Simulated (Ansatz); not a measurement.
Eigenvalues along a path: InP (rocksalt type)

```
In P
1.0
     0.00000    2.26922    2.26922
     2.26922    0.00000    2.26922
     2.26922    2.26922    0.00000
In P
1 1
Direct
  0.00000 0.00000 0.00000
  0.50000 0.50000 0.50000
```

The cell comes from a relaxation on PAW files under the same functional, begun from a prototype that needn't be the stable phase.

All numbers are PBE results (scalar-relativistic) from Ansatz 0.2.0, with a Γ-centred 13×13×13 k mesh, Fermi–Dirac smearing of 0.05 eV, no spin polarisation. Methods: LAPW: all electrons, basis error target 1 meV/atom.

This run: volume at 0.55 of the series' base cell.

Path points, in fractions of the reciprocal vectors: Γ (0.000, 0.000, 0.000), X (0.500, 0.000, 0.500), U (0.625, 0.250, 0.625), K (0.375, 0.375, 0.750), L (0.500, 0.500, 0.500), W (0.500, 0.250, 0.750). The distance column jumps between branches of the path. Levels in eV from the Fermi level; bands 14 to 25, counted from the lowest band of the run. The gap is zero, the pressure 175.8 GPa.

```
# k(1/Å) point b14 b15 b16 b17 b18 b19 b20 b21 b22 b23 b24 b25
0.000 Γ -18.52 -16.56 -16.56 -16.51 -16.51 -16.51 -1.26 -1.26 -1.26 6.85 6.85 6.85
0.173 - -18.40 -16.60 -16.55 -16.53 -16.49 -16.49 -1.43 -1.43 -1.42 5.92 6.89 6.89
0.346 - -18.10 -16.66 -16.57 -16.52 -16.43 -16.43 -1.91 -1.91 -1.81 4.86 6.48 7.11
0.519 - -17.78 -16.64 -16.54 -16.48 -16.33 -16.33 -2.60 -2.60 -2.31 3.70 3.98 7.65
0.692 - -17.77 -16.72 -16.43 -16.20 -16.20 -15.90 -3.38 -3.38 -2.95 1.23 3.30 8.55
0.865 - -17.95 -16.80 -16.38 -16.06 -16.06 -14.81 -4.12 -4.12 -4.08 -0.52 2.78 9.78
1.038 - -18.15 -16.87 -16.33 -15.94 -15.94 -13.42 -5.87 -4.73 -4.73 -1.33 2.43 11.31
1.211 - -18.29 -16.91 -16.30 -15.85 -15.85 -11.79 -7.92 -5.13 -5.13 -1.62 2.22 13.07
1.384 X -18.34 -16.93 -16.29 -15.81 -15.81 -10.16 -9.71 -5.27 -5.27 -1.69 2.15 14.69
1.446 - -18.33 -16.93 -16.29 -15.82 -15.82 -10.14 -9.71 -5.40 -5.24 -1.57 2.20 14.11
1.507 - -18.31 -16.91 -16.31 -15.84 -15.82 -10.08 -9.70 -5.76 -5.17 -1.28 2.33 13.45
1.568 - -18.28 -16.90 -16.33 -15.87 -15.83 -9.97 -9.70 -6.24 -5.06 -0.91 2.57 12.80
1.629 - -18.24 -16.87 -16.37 -15.92 -15.84 -9.83 -9.70 -6.78 -4.90 -0.54 2.92 12.17
1.690 - -18.18 -16.84 -16.41 -15.97 -15.85 -9.71 -9.65 -7.33 -4.70 -0.21 3.39 11.55
1.752 - -18.12 -16.81 -16.45 -16.03 -15.86 -9.77 -9.44 -7.83 -4.45 0.06 3.96 10.95
1.813 - -18.04 -16.77 -16.50 -16.09 -15.88 -9.93 -9.19 -8.22 -4.17 0.29 4.60 10.38
1.874 U -17.96 -16.74 -16.55 -16.15 -15.90 -10.22 -8.92 -8.45 -3.86 0.50 5.29 9.82
2.722 K -17.96 -16.74 -16.55 -16.15 -15.90 -10.22 -8.92 -8.45 -3.86 0.50 5.29 9.82
2.905 - -17.70 -16.69 -16.63 -16.33 -15.98 -11.66 -8.36 -7.96 -2.73 1.06 7.33 8.03
3.089 - -17.44 -16.79 -16.56 -16.47 -16.07 -13.20 -7.77 -6.83 -1.42 1.72 6.25 6.98
3.272 - -17.21 -16.83 -16.59 -16.55 -16.17 -14.55 -6.87 -5.58 -0.13 2.58 4.88 5.94
3.456 - -17.15 -16.81 -16.70 -16.58 -16.27 -15.56 -5.72 -4.29 0.53 3.66 4.54 5.21
3.639 - -17.50 -16.75 -16.69 -16.58 -16.37 -16.11 -4.38 -3.06 0.13 4.89 4.90 5.68
3.823 - -18.02 -16.66 -16.62 -16.55 -16.44 -16.36 -2.99 -2.07 -0.56 5.09 6.04 7.05
4.007 - -18.39 -16.59 -16.57 -16.52 -16.49 -16.48 -1.78 -1.46 -1.08 5.89 6.71 6.90
4.190 Γ -18.52 -16.56 -16.56 -16.51 -16.51 -16.51 -1.26 -1.26 -1.26 6.85 6.85 6.85
4.340 - -18.43 -16.58 -16.58 -16.52 -16.49 -16.49 -1.70 -1.22 -1.22 6.05 6.87 6.87
4.490 - -18.18 -16.62 -16.62 -16.53 -16.44 -16.44 -2.82 -1.10 -1.10 5.05 6.81 6.81
4.640 - -17.78 -16.69 -16.69 -16.53 -16.36 -16.36 -4.28 -0.92 -0.92 4.14 6.30 6.30
4.790 - -17.31 -16.76 -16.76 -16.43 -16.26 -16.26 -5.88 -0.67 -0.67 3.35 5.34 5.34
4.939 - -17.03 -16.84 -16.84 -16.15 -16.15 -16.01 -7.46 -0.36 -0.36 2.70 4.32 4.32
5.089 - -16.96 -16.91 -16.91 -16.06 -16.06 -15.26 -8.94 -0.01 -0.01 2.22 3.42 3.42
5.239 - -16.95 -16.95 -16.95 -16.00 -16.00 -14.45 -10.16 0.32 0.32 1.93 2.73 2.73
5.389 L -16.96 -16.96 -16.95 -15.98 -15.98 -14.04 -10.72 0.49 0.49 1.83 2.44 2.44
5.511 - -17.01 -16.95 -16.93 -16.03 -15.98 -13.89 -10.68 -0.36 0.02 2.14 2.68 3.10
5.634 - -17.14 -16.92 -16.86 -16.13 -15.98 -13.51 -10.58 -1.64 -0.98 2.42 3.06 4.46
5.756 - -17.31 -16.88 -16.75 -16.24 -15.97 -12.96 -10.40 -2.94 -2.18 2.81 3.41 5.92
5.879 - -17.50 -16.83 -16.64 -16.32 -15.96 -12.31 -10.13 -4.19 -3.42 3.33 3.74 7.27
6.001 - -17.67 -16.77 -16.55 -16.39 -15.92 -11.57 -9.74 -5.38 -4.64 3.97 4.06 7.87
6.123 - -17.80 -16.71 -16.50 -16.44 -15.87 -10.79 -9.23 -6.48 -5.78 4.41 4.71 7.14
6.246 - -17.89 -16.66 -16.49 -16.47 -15.83 -10.01 -8.59 -7.46 -6.82 4.73 5.53 6.57
6.368 W -17.91 -16.64 -16.49 -16.49 -15.81 -9.55 -7.97 -7.97 -7.58 4.89 6.33 6.33
6.455 - -17.94 -16.62 -16.58 -16.38 -15.81 -9.56 -8.41 -7.52 -7.51 4.20 5.49 7.19
6.541 - -17.99 -16.67 -16.57 -16.27 -15.81 -9.59 -8.82 -7.33 -7.06 3.10 4.72 8.19
6.628 - -18.07 -16.75 -16.51 -16.15 -15.81 -9.62 -9.20 -7.05 -6.61 1.99 4.02 9.21
6.714 - -18.15 -16.81 -16.44 -16.05 -15.81 -9.65 -9.52 -6.67 -6.19 0.94 3.40 10.28
6.801 - -18.23 -16.86 -16.38 -15.95 -15.81 -9.79 -9.67 -6.24 -5.82 -0.03 2.89 11.39
6.887 - -18.29 -16.90 -16.33 -15.88 -15.81 -9.99 -9.69 -5.80 -5.53 -0.85 2.49 12.54
6.974 - -18.33 -16.92 -16.30 -15.83 -15.81 -10.12 -9.70 -5.42 -5.33 -1.46 2.24 13.70
7.060 X -18.34 -16.93 -16.29 -15.81 -15.81 -10.16 -9.71 -5.27 -5.27 -1.69 2.15 14.69
```
